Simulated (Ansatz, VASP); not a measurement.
## Ni in VASP and in Ansatz

```
Ni
1.0
     2.32911    0.00000    0.00000
     0.00000    2.32911    0.00000
     0.00000    0.00000    2.32911
Ni
1
Direct
  0.00000 0.00000 0.00000
```

Alike in both runs: functional PBE; k mesh 24 × 24 × 24; occupations gaussian, width 0.1 eV; collinear spin.

Ansatz relaxed the structure, and its values are those at the end. VASP's run is a single point on that final structure, the one shown.

|  | VASP | Ansatz |
| --- | --- | --- |
| version | VASP 6.6.1 | Ansatz 0.2.0 |
| potentials or method | VASP PAW PBE potentials, release 64 (Ni) | scalar-relativistic, plane waves, PAW |
| plane-wave cutoff (eV) | 520 | 420 |
| valence electrons in the cell | 10 | 18 |

Ansatz gave:

| Item | Value |
| --- | --- |
| gap on the k mesh at the Fermi level (eV) | none |
| pressure (GPa) | 0.0 |
| net moment per atom (μB) | 0.56 |
| size of the moment on the site where the two differ most (μB) | 0.57 |

Question: Estimate VASP's values.

Answer: gap on the k mesh at the Fermi level (eV): none; pressure (GPa): 0.3; net moment per atom (μB): 0.54; size of the moment on the site where the two differ most (μB): 0.54.

Site moments also hang on the region over which each program counts them. A gap of «none» marks a metal or a gap that the smearing closes. The functional is the same, so the differences come from potentials, cutoffs and numerics. The two sets of potentials don't hold the same shells in valence.
